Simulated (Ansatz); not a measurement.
# CdSe (F-43m) in Ansatz: notebook

The runs below take CdSe through single point, relaxation of cell and atoms, with PBE, PBE+D3(BJ)+ATM.

Program: Ansatz 0.2.0. These are calculated values, not measurements. Logs are shortened: lines on timing, memory, paths and dates and some standing lists are left out, and cuts for length are marked.

### 1 The structure

It takes space group F-43m (No. 216, cubic). The conventional cell has a = 6.141 Å, b = 6.141 Å, c = 6.141 Å, α = 90.00°, β = 90.00°, γ = 90.00°. Cd (site symmetry -43m) has 4 Se at 2.66 Å as nearest neighbours. Around Se (site symmetry -43m) lie 4 Cd at 2.66 Å.

Measurements of this composition are mostly on another form, of space group No. 186.

### 2 Single point, PBE

Input file input.yaml:

```yaml
crystal:
  lattice:
    - [0.0, 3.0702711986, 3.0702711986]
    - [3.0702711986, 0.0, 3.0702711986]
    - [3.0702711986, 3.0702711986, 0.0]
  atoms:
    - { symbol: Cd, position: [0.0, 0.0, 0.0] }
    - { symbol: Se, position: [0.25, 0.25, 0.25] }
kpoints:
  mp_grid: { grid: [6, 6, 6] }
scf:
  occupations: { method: fermi_dirac, width: 0.03 }
hamiltonian:
  xc: pbe
  pseudopotentials: { kind: all_electron, lapw: { basis_error: 0.003 } }
output:
  forces: true
  stress: true
  eigenvalues: true
```

Potentials or basis: all-electron LAPW, scalar-relativistic.

Run with:

```sh
$ ansatz run input.yaml --threads 1 --pin off --max-ram 2560MiB --backend cpu --events-out ev --progress --plain --runs-dir out
```

Standard output:

```text
Warning: RAYON_NUM_THREADS=1 ignored (pool sized by the plan → 1); use --threads N
LAPW: plane waves up to 7.826 Å⁻¹, error target 3.0e-3 eV per atom; small_component_spin mean_spin; Se in spheres of 1.269 Å, 24 of its electrons in bands, Dirac shells []; Cd in spheres of 1.390 Å, 20 of its electrons in bands, Dirac shells [] (how accurate: hamiltonian.pseudopotentials.lapw.basis_error, Limitations)
Engine: ansatz 0.2.0, x86_64-unknown-linux-gnu
Pseudopotentials: kind: all_electron
Pseudopotential: Cd, LAPW, valence charge 20, lapw/all_electron/scalar/gaussian/Cd, Koelling and Harmon's equation, gaussian nucleus
Pseudopotential: Se, LAPW, valence charge 24, lapw/all_electron/scalar/gaussian/Se, Koelling and Harmon's equation, gaussian nucleus
Functional definition: PBE
  parameter kappa = 0.804
  parameter beta = 0.06672455060314922
  exchange = pbe_x(kappa = kappa, mu = beta*pi^2/3)
  correlation = pbe_c(beta = beta)
Crystal: 2 atoms, lattice volume = 57.884 Å³
Basis set: ecut = 233.32855003451257 eV, 459 PW (Γ), exchange–correlation at level 2
Bands: 27, of which v1, the nominal top of the filled ones, is band 22 counted from 1 (21 counted from 0)
Symmetry: 24 space group operations
Space group: F-43m (ITA 216), of the structure as read, at distance tolerance 3.9e-5 Å
k-points: 16 of 216 (time reversal used)
Non-local potential: Cd, projectors of the file, none
Non-local potential: Se, projectors of the file, none
Initial density: superposition of atomic densities (chi_scale 0.1, normalization cell, long waves kept (reshape's long-wave potential 0.00 eV rms))
Initial wavefunctions: plane waves of lowest kinetic energy (no species holds an atomic orbital)
Functional: x = pbe(κ = 0.804, μ = 0.2195149727645171), c = pbe(β = 0.06672455060314922)
iter 1 solved again at ethr=2.33e-3 eV; its pass at ethr=1.00e-1 eV (dr2=1.03e0 eV) is discarded
SCF iter   1: F=—  HF=-218362.742241 eV  |F-HF|=—  |Δ(HF+E_count)|=         —  Δρ=2.86e-2  dr2=1.03e0  ethr=2.33e-3  ⟨swp⟩=2.0  Hψ=2728  notcnv=0
preconditioner: auto → none  [insulator: Δε(μ)=1.059 eV  Ē_g=12.365 eV  σ=0.030 eV  W_gap=1.00  n_scr=14 (ndim 8)  ℏωp=20.7 eV  f_vac=0.228  D(μ)=0.00/eV (n_scr^D=0)  ε∞_Penn≈3.8]
iter 2 solved again at ethr=4.99e-5 eV; its pass at ethr=2.33e-3 eV (dr2=2.20e-2 eV) is discarded
SCF iter   2: F=—  HF=-218362.395775 eV  |F-HF|=—  |Δ(HF+E_count)|=   3.46e-1  Δρ=7.30e-3  dr2=2.20e-2  ethr=4.99e-5  ⟨swp⟩=2.0  Hψ=2281  notcnv=0
SCF iter   3: F=—  HF=-218362.359505 eV  |F-HF|=—  |Δ(HF+E_count)|=   3.63e-2  Δρ=4.26e-3  dr2=1.13e-2  ethr=4.99e-5  ⟨swp⟩=2.9  Hψ=1349  notcnv=0
SCF iter   4: F=—  HF=-218362.359423 eV  |F-HF|=—  |Δ(HF+E_count)|=   8.27e-5  Δρ=1.39e-3  dr2=1.09e-3  ethr=2.56e-5  ⟨swp⟩=2.0  Hψ=1286  notcnv=0
SCF iter   5: F=—  HF=-218362.359569 eV  |F-HF|=—  |Δ(HF+E_count)|=   1.46e-4  Δρ=1.85e-4  dr2=1.33e-5  ethr=2.47e-6  ⟨swp⟩=2.1  Hψ=1250  notcnv=0
SCF iter   6: F=—  HF=-218362.359580 eV  |F-HF|=—  |Δ(HF+E_count)|=   1.07e-5  Δρ=4.60e-5  dr2=1.10e-6  ethr=3.02e-8  ⟨swp⟩=3.0  Hψ=1273  notcnv=0
SCF iter   7: F=-218362.359583 eV  HF=-218362.359583 eV  |F-HF|=1.10e-7  |Δ(HF+E_count)|=   2.77e-6  Δρ=8.65e-6  dr2=3.42e-8  ethr=2.51e-9  ⟨swp⟩=3.0  Hψ=1331  notcnv=0
SCF 1 converged in 7 iterations: F = -218362.359583 eV  dr2 = 3.42e-8
SCF converged after 7 iterations
Free energy (F): -218362.359583 eV
Harris-Foulkes:  -218362.359583 eV  (|F-HF|=1.10e-7)
Internal energy: -218362.359582 eV  (E = F + TS)
E sigma→0 (E₀):  -218362.359582 eV
Entropy (-TS):   -0.000001 eV (-0.001 meV/atom)
Fermi energy:    8.038524 eV
--- Per-component energies (eV) ---
  E_band       = -2108.139716
  E_kinetic    = 227171.052003
  E_xc         = -6605.771440
  E_electrostatic = -438927.640145  (all electrons and nuclei)
  E_smearing   = -0.000001  (= −TS)
  E_closure    = 0.000000  (closes the sum)
  E_atoms      = -218356.868614  (free atoms, spherical and without spin; not in F)
  Σ components = -218362.359583   (vs F -218362.359583, Δ=0.00e0)
  Basis errors (estimates in eV, not in F): energy 1.3e-3 per atom: plane waves 1.2e-3 (7.0e-4 summed), levels above the bands 3.5e-143, relativity 2.5e-7, radial functions 8.6e-5, core shells 4.9e-7; eigenvalues (radial functions only) 4.0e-6; not estimated: angular momenta, meshes, grids; target (lapw.basis_error) 3.0e-3; muffin-tin radii Se 1.269 Å, Cd 1.390 Å
--- Forces (eV/Å), atoms counted from 1 ---
  atom   1  Cd    -0.00000000     0.00000000     0.00000000
  atom   2  Se     0.00000000    -0.00000000    -0.00000000
  max |Σ_I F_I| component: 2.78e-17 eV/Å
--- Stress (GPa, compression-positive) ---
        1.319878       0.000000      -0.000000
        0.000000       1.319878       0.000000
       -0.000000       0.000000       1.319878
  P = ⅓ Tr σ = 1.3199 GPa (13.199 kbar)
--- Band table (eV; the first three rows and the last of 16) ---
  k-point 0: bands = ["-199.1693", "-138.6356", "-138.6356", "-138.6356", "-93.8367", "-54.9039", "-54.9039", "-54.9039", "-38.8496", "-38.8496", "-38.8496", "-38.8466", "-38.8466", "-4.6868", "-0.0933", "-0.0933", "-0.0933", "0.2507", "0.2507", "7.7477", "7.7477", "7.7477", "8.2962", "13.6896", "13.6896", "13.6896", "17.4182"]
  k-point 1: bands = ["-199.1693", "-138.6356", "-138.6356", "-138.6356", "-93.8367", "-54.9040", "-54.9039", "-54.9039", "-38.8497", "-38.8496", "-38.8496", "-38.8467", "-38.8467", "-4.6006", "-0.0667", "-0.0667", "-0.0085", "0.2499", "0.2499", "6.0833", "7.5499", "7.5499", "9.6001", "13.4323", "14.0009", "14.0009", "17.8488"]
  k-point 2: bands = ["-199.1693", "-138.6356", "-138.6356", "-138.6356", "-93.8367", "-54.9041", "-54.9040", "-54.9040", "-38.8497", "-38.8496", "-38.8496", "-38.8466", "-38.8466", "-4.4258", "-0.0225", "-0.0225", "0.2599", "0.2599", "0.2733", "4.3459", "7.1989", "7.1989", "10.1147", "14.2351", "14.2474", "14.2474", "17.5347"]
  k-point 15: bands = ["-199.1693", "-138.6356", "-138.6356", "-138.6356", "-93.8367", "-54.9041", "-54.9040", "-54.9040", "-38.8497", "-38.8496", "-38.8496", "-38.8467", "-38.8466", "-4.2282", "0.0815", "0.0968", "0.1933", "0.2763", "0.6723", "3.8725", "5.7151", "5.7389", "12.1353", "12.2987", "15.2475", "15.7456", "18.0149"]
```

It took 3 s on 1 thread of AMD EPYC 9R45 (Zen 5), shared host; peak memory 0.28 GiB.

Results:

```yaml
Free_energy: -218362.3596 eV
Pressure: 1.3 GPa
Band_gap_on_the_k_mesh: 0.55 eV, direct
```

Levels at points of the mesh, in eV from the valence-band top:
```csv
k point,band 20,band 21,band 22,band 23,band 24,band 25
"(0.00, 0.00, 0.00)",0.00,0.00,0.00,0.55,5.94,5.94
"(0.00, 0.00, -0.50)",-4.22,-0.71,-0.71,2.36,6.45,6.45
"(0.00, -0.50, -0.50)",-3.95,-1.75,-1.75,3.20,3.74,8.96
```

### 3 Relaxation of cell and atoms, PBE+D3(BJ)+ATM, collinear spin, random start (cell squeezed)

Input file input.yaml:

```yaml
crystal:
  lattice:
    - [0.0, 3.0287759606, 3.0287759606]
    - [3.0287759606, 0.0, 3.0287759606]
    - [3.0287759606, 3.0287759606, 0.0]
  atoms:
    - { symbol: Cd, position: [0.0, 0.0, 0.0], spin: 0.29 }
    - { symbol: Se, position: [0.25, 0.25, 0.25] }
kpoints:
  mp_grid: { grid: [8, 8, 8] }
scf:
  occupations: { method: tetrahedron }
hamiltonian:
  xc: pbe
  dispersion: d3bjatm
  pseudopotentials: { kind: all_electron, datasets: crystal }
magnetization:
  spin_polarized: true
output:
  forces: true
  stress: true
relax:
  f_tol: 0.005
  max_steps: 60
  cell: {}
```

Potentials or basis: all-electron PAW datasets made for the crystal.

Run with:

```sh
$ ansatz run input.yaml --threads 1 --pin off --max-ram 2560MiB --backend cpu --events-out ev --progress --plain --runs-dir out
```

Wall time 48 s (1 thread of AMD EPYC 9R45 (Zen 5), shared host); peak memory 0.75 GiB.

The run converged. Its results:

```yaml
Free_energy: -218362.9502 eV
Relaxed_volume: 28.67 Å³/atom
Relaxed_cell: a = 4.328 Å, b = 4.328 Å, c = 4.328 Å, α = 60.00°, β = 60.00°, γ = 60.00°
Space_group_after_relaxing_to_0.05_Å: F-43m (No. 216)
Energy_gained_by_relaxing: 4.4 meV/atom
Ionic_steps: 4
Pressure_after_relaxing: 0.0 GPa
Band_gap_on_the_k_mesh: 0.57 eV, direct
Net_moment: 0.00 μB per cell
Absolute_moment: 0.00 μB per cell
```

The path:
```tsv
step	energy change (eV)	largest force (eV/Å)	volume (Å³)
1	0.0000	0.0000	55.57
2	-0.0082	0.0000	57.75
3	-0.0087	0.0000	57.34
4	-0.0088	0.0000	57.34
```

Final structure:
```
Cd Se
1.0
     0.00000    3.06056    3.06056
     3.06056    0.00000    3.06056
     3.06056    3.06056    0.00000
Cd Se
1 1
Direct
  0.00000 0.00000 0.00000
  0.25000 0.25000 0.25000
```

Levels at points of the mesh, in eV from the valence-band top:
Spin up:
| k point | band 15 | band 16 | band 17 | band 18 | band 19 | band 20 |
| --- | --- | --- | --- | --- | --- | --- |
| (0.00, 0.00, 0.00) | -7.51 | 0.00 | 0.00 | 0.00 | 0.57 | 5.95 |
| (0.00, 0.00, -0.50) | -7.23 | -4.27 | -0.72 | -0.72 | 2.37 | 6.45 |
| (0.00, -0.50, -0.50) | -7.17 | -3.99 | -1.78 | -1.78 | 3.18 | 3.75 |
Spin down:
| k point | band 16 | band 17 | band 18 | band 19 | band 20 |
| --- | --- | --- | --- | --- | --- |
| (0.00, 0.00, 0.00) | 0.00 | 0.00 | 0.00 | 0.57 | 5.95 |
| (0.00, 0.00, -0.50) | -4.27 | -0.72 | -0.72 | 2.37 | 6.45 |
| (0.00, -0.50, -0.50) | -3.99 | -1.78 | -1.78 | 3.18 | 3.75 |

Caveat: the program listed the state as in doubt; with tetrahedron occupations forces and stress needn't match the slope of the energy; the starting moments weren't kept.
